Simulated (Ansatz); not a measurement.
Li₂S (started from an entry of an open crystallographic database) was relaxed with 5 functionals in Ansatz, cell and atoms free, the symmetry of the start kept (meshes: PBE 8×8×8, r2SCAN 8×8×8, PBEsol 8×8×8, LDA 8×8×8, HSE06 6×6×6). (Simulation; spin polarisation is off.)

The PBEsol result:
Space group Fm-3m (No. 225). a = 5.654 Å, b = 5.654 Å, c = 5.654 Å, α = 90.00°, β = 90.00°, γ = 90.00°
```json
{"atom": "Li", "site": "8c", "symmetry": "-43m", "x": "0.2500", "y": "0.7500", "z": "0.7500"}
{"atom": "S", "site": "4a", "symmetry": "m-3m", "x": "0.0000", "y": "0.0000", "z": "0.0000"}
```

The symmetry is Fm-3m (No. 225, cubic); a = 5.654 Å in the conventional setting, 15.06 Å³ an atom. Li is surrounded by 4 S at 2.45 Å; S is surrounded by 8 Li at 2.45 Å.

Q: How does the cell change with PBE?

A: a = 5.706 Å; the volume differs by +2.8 % from PBEsol's. Li is surrounded by 4 S at 2.47 Å; S is surrounded by 8 Li at 2.47 Å.

Q: How does the cell change with LDA?

A: a = 5.567 Å; the volume differs by -4.5 % from PBEsol's. Li is surrounded by 4 S at 2.41 Å; S is surrounded by 8 Li at 2.41 Å.

Q: Held at the r2SCAN cell, what mean stress do LDA and PBE find, and does its sign point to their own minimum?

A: Yes. LDA -2.67 GPa, and its relaxed volume is -6.4 % from r2SCAN's; PBE +0.33 GPa, and its relaxed volume is +0.8 % from r2SCAN's. Compression counts positive, so a positive stress asks for a larger cell.
